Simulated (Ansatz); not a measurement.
## GaAs, one cell by several methods

```xyz
2
Lattice="0.0000 2.8268 2.8268 2.8268 0.0000 2.8268 2.8268 2.8268 0.0000" Properties=species:S:1:pos:R:3 pbc="T T T"
Ga    0.0000    0.0000    0.0000
As    4.2403    4.2403    4.2403
```

Atoms are numbered in the order listed.

The cell is COD entry 9008845, as deposited and not checked against the literature; nothing was relaxed.

Methods: DFT, LDA, PAW with Ansatz's default frozen-core files, scalar-relativistic (Ansatz 0.2.0); DFT, LDA, all-electron PAW with datasets made for the crystal, scalar-relativistic (Ansatz 0.2.0); DFT, LDA, all-electron LAPW, scalar-relativistic (Ansatz 0.2.0).

For PAW: a Γ-centred 11×11×11 k mesh, Fermi–Dirac smearing of 0.05 eV, cutoff 420 eV, no spin polarisation; the PAW files were made with PBE, and the program remakes their frozen cores for this functional. The crystal-made all-electron datasets (AE datasets) take a cutoff of 220 eV at this cell. LAPW targets a basis error of 0.5 meV/atom. The Ansatz runs share mesh, smearing and spin set-up. Plane-wave (PAW) pressures include the program's estimate of the Pulay term.

Stress and pressure are positive in compression.

Levels count from the top of the valence band.

```json
{"quantity": "pressure (GPa)", "PAW": "-1.88", "AE datasets": "-1.85", "LAPW": "-1.85"}
{"quantity": "band gap (eV)", "PAW": "0.285", "AE datasets": "0.282", "LAPW": "0.282"}
{"quantity": "highest filled level at X (eV)", "PAW": "-2.684", "AE datasets": "-2.683", "LAPW": "-2.683"}
{"quantity": "lowest empty level at X (eV)", "PAW": "1.352", "AE datasets": "1.352", "LAPW": "1.352"}
{"quantity": "highest filled level at W (eV)", "PAW": "-3.364", "AE datasets": "-3.364", "LAPW": "-3.364"}
{"quantity": "lowest empty level at W (eV)", "PAW": "4.535", "AE datasets": "4.533", "LAPW": "4.533"}
{"quantity": "highest filled level at L (eV)", "PAW": "-1.144", "AE datasets": "-1.143", "LAPW": "-1.143"}
{"quantity": "lowest empty level at L (eV)", "PAW": "0.848", "AE datasets": "0.846", "LAPW": "0.846"}
```
